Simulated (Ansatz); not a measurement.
## SiO2: Quadrupolar parameters

The cell is an entry of the Crystallography Open Database (COD) whose atoms were relaxed with PBE, the cell held.

```cif
data_SiO2
_symmetry_space_group_name_H-M 'Pbcn'
_symmetry_Int_Tables_number 60
_cell_length_a 4.0970
_cell_length_b 5.0462
_cell_length_c 4.4946
_cell_angle_alpha 90.000
_cell_angle_beta 90.000
_cell_angle_gamma 90.000
loop_
_atom_site_label
_atom_site_type_symbol
_atom_site_symmetry_multiplicity
_atom_site_Wyckoff_symbol
_atom_site_fract_x
_atom_site_fract_y
_atom_site_fract_z
Si Si 4 c 0.0000 0.1524 0.2500
O O 8 d 0.7316 0.6172 0.9200
```

One atom of each set is listed.

Level of theory: DFT, PBE, plane waves and PAW, scalar-relativistic, 420 eV cutoff, Γ-centred 5×4×4 k-points, Fermi–Dirac smearing 0.02 eV (Ansatz 0.2.0).

V_zz is the principal component of the electric field gradient with the largest magnitude, η = (V_xx − V_yy)/V_zz and C_Q = eQV_zz/h.

O-17: I = 5/2, Q = -25.58 mb. Nuclear quadrupole moments: year-2017 set (Pyykkö).

Task: Which values are expected at the nuclei?

Result: 

```json
{"site": "Si", "atoms": "4", "first shell": "6 O at 1.77–1.83 Å", "V_zz (10²¹ V/m²)": "-1.03", "η": "0.72", "C_Q (MHz)": "–"}
{"site": "O", "atoms": "8", "first shell": "3 Si at 1.77–1.83 Å", "V_zz (10²¹ V/m²)": "-11.54", "η": "0.40", "C_Q (MHz)": "7.14"}
```

At O V_zz stands upright on the plane through its three neighbours (within 3°).

Si has no stable isotope with a ground-state quadrupole moment in the table, so no C_Q is given.

At this cell the PBE pressure is 6 GPa, so with PBE the cell would grow if it were relaxed.
